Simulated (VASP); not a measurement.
Te:

```
Te
1.0
     4.36776    0.00000    0.00000
    -2.18388    3.78259    0.00000
     0.00000    0.00000    6.05235
Te
3
Direct
  0.28531 0.00000 0.33333
  0.00000 0.28531 0.66667
  0.71469 0.71469 0.00000
```

The cell isn't the ideal one: a relaxed cell with its volume scaled by 1.04.

- Program: VASP 6.6.1
- Task: relaxation of shape and atoms at fixed volume
- Functional: PBE
- Dispersion: D3(BJ)
- Potentials or basis: VASP PAW PBE potentials, release 64 (Te)
- Cutoff: 600 eV
- k mesh: 9 × 9 × 6
- Occupations: gaussian, width 0.03 eV
- Spin: no spin polarisation

At the start: pressure -1.9 GPa; volume 33.33 Å³/atom.

How do energy, volume and symmetry change on relaxing?

Over 6 steps the energy falls by 3.3 meV/atom; space group P3_121 (No. 152, to 0.05 Å).

Step by step:
| step | energy change (eV) | largest force (eV/Å) | pressure (GPa) |
| --- | --- | --- | --- |
| 1 | 0.0000 | 0.1361 | -1.94 |
| 2 | -0.0045 | 0.1089 | -1.73 |
| 3 | -0.0092 | 0.0443 | -1.27 |
| 4 | -0.0093 | 0.0286 | -1.17 |
| 5 | -0.0096 | 0.0172 | -1.14 |
| 6 | -0.0098 | 0.0017 | -1.11 |

Final structure:
```cif
data_structure
_symmetry_space_group_name_H-M 'P 1'
_symmetry_Int_Tables_number 1
_cell_length_a 4.4006
_cell_length_b 4.4006
_cell_length_c 5.9623
_cell_angle_alpha 90.000
_cell_angle_beta 90.000
_cell_angle_gamma 120.000
_cell_volume 99.99
loop_
_atom_site_label
_atom_site_type_symbol
_atom_site_fract_x
_atom_site_fract_y
_atom_site_fract_z
_atom_site_occupancy
Te1 Te 0.27859 0.00000 0.33333 1
Te2 Te 0.00000 0.27859 0.66667 1
Te3 Te 0.72141 0.72141 0.00000 1
```
